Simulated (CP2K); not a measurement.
Runs of CP2K 2026.2 on KI. The structure is cubic, space group Fm-3m (No. 225). Conventional cell: a = 7.066 Å, b = 7.066 Å, c = 7.066 Å, α = 90.00°, β = 90.00°, γ = 90.00°. I (site symmetry m-3m) is surrounded by 6 K at 3.53 Å. Around K (site symmetry m-3m) lie 6 I at 3.53 Å. 

```csv
level,potentials or basis,spin,soc after scf,k points reduced by the point group,gap on the mesh (eV),pressure (GPa)
PBEsol,"GTH_SOC_POTENTIALS I GTH-PBE-q7, K GTH-PBE-q9; DZVP-MOLOPT-SR-GTH basis","SOC, no magnetisation",yes,-,-,-0.1
PBE,"GTH_SOC_POTENTIALS I GTH-PBE-q7, K GTH-PBE-q9; DZVP-MOLOPT-SR-GTH basis","SOC, no magnetisation",yes,-,-,0.6
PBE,"GTH_POTENTIALS I GTH-PBE-q7, K GTH-PBE-q9; DZVP-MOLOPT-SR-GTH basis",off,-,yes,3.92,0.6
PBEsol,"GTH_POTENTIALS I GTH-PBE-q7, K GTH-PBE-q9; DZVP-MOLOPT-SR-GTH basis",off,-,yes,(a),-0.1
```

Alike in all rows: task band structure; cell as given; k mesh 7 × 7 × 7; smearing fermi-dirac 0.05 eV.

Q: Estimate the missing entries.

A: (a) 3.73.

Caveats: the basis of atomic orbitals isn't converged, which shifts pressures, moduli and gaps; the potentials were made for another functional, which shifts forces and pressure (some runs); spin-orbit coupling is left out, which moves the levels of the heavy elements (some runs).

A k mesh can miss the band edges, and rows without SOC leave out spin-orbit coupling on I.
